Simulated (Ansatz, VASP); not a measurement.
## Two plane-wave programs on Si

INCAR

```
ALGO     = Normal         # electronic algorithm
EDIFF    = 1E-7           # SCF threshold, eV
ENCUT    = 520            # plane-wave cutoff, eV
GGA      = PE             # functional
ISIF     = 2              # what is computed and relaxed
ISMEAR   = -1             # smearing method
LASPH    = True           # aspherical terms in the spheres
LCHARG   = False          # write CHGCAR
LREAL    = False          # projectors in reciprocal space
LWAVE    = False          # write WAVECAR
NBANDS   = 26             # bands
NELM     = 80             # most SCF steps
PREC     = Accurate       # precision mode
SIGMA    = 0.05           # smearing width, eV
```

KPOINTS

```
k-points
0
Gamma
  6 6 5
```

File POSCAR:

```
Si
1.0
    4.4041978246     -2.5944130007      0.0000000000
    4.4041978246      2.5944130007      0.0000000000
    0.0000000000      0.0000000000      5.2173929474
Si
8
Direct
    0.7942850000      0.7942850000      0.0000000000
    0.2942850000      0.2942850000      0.5000000000
    0.2057150000      0.2057150000      0.0000000000
    0.7057150000      0.7057150000      0.5000000000
    0.1556200000      0.8443800000      0.6741300000
    0.8443800000      0.1556200000      0.3258700000
    0.3443800000      0.6556200000      0.1741300000
    0.6556200000      0.3443800000      0.8258700000
```

Contents of input.yaml:

```yaml
crystal:
  lattice:
    - [4.4041978246, -2.5944130007, 0.0]
    - [4.4041978246, 2.5944130007, 0.0]
    - [0.0, 0.0, 5.2173929474]
  atoms:
    - { symbol: Si, position: [0.794285, 0.794285, 0.0] }
    - { symbol: Si, position: [0.294285, 0.294285, 0.5] }
    - { symbol: Si, position: [0.205715, 0.205715, 0.0] }
    - { symbol: Si, position: [0.705715, 0.705715, 0.5] }
    - { symbol: Si, position: [0.15562, 0.84438, 0.67413] }
    - { symbol: Si, position: [0.84438, 0.15562, 0.32587] }
    - { symbol: Si, position: [0.34438, 0.65562, 0.17413] }
    - { symbol: Si, position: [0.65562, 0.34438, 0.82587] }
hamiltonian:
  xc: pbe
  pseudopotentials: { kind: paw }
kpoints:
  mp_grid: { grid: [6, 6, 5] }
scf:
  occupations: { method: fermi_dirac, width: 0.05 }
output:
  forces: true
  stress: true
  eigenvalues: true
  write_density: true
  write_potential: true
  elf: true
  volumetric_format: npy
```

Change from the starting cell: volume scaled by 1.02.

Alike in both runs: task single point; functional PBE; k mesh 6 × 6 × 5; occupations fermi-dirac, width 0.05 eV; no spin polarisation.

```csv
,VASP,Ansatz
version,VASP 6.6.1,Ansatz 0.2.0
potentials or method,"VASP PAW PBE potentials, release 64 (Si)",Ansatz PAW
plane-wave cutoff (eV),520,420
valence electrons in the cell,32,32
```

|  | VASP | Ansatz | Ansatz less VASP |
| --- | --- | --- | --- |
| gap on the k mesh at the Fermi level (eV) | none | none | - |
| pressure (GPa) | -1.4 | -1.4 | +0.04 |
| largest component of the traceless stress (GPa) | 0.70 | 0.70 | +0.002 |
| rms of the force components (eV/Å) | 0.030 | 0.029 | -0.0009 |

Atom by atom the forces differ by 0.002 eV/Å (rms over components). A gap of «none» marks a metal or a gap that the smearing closes.
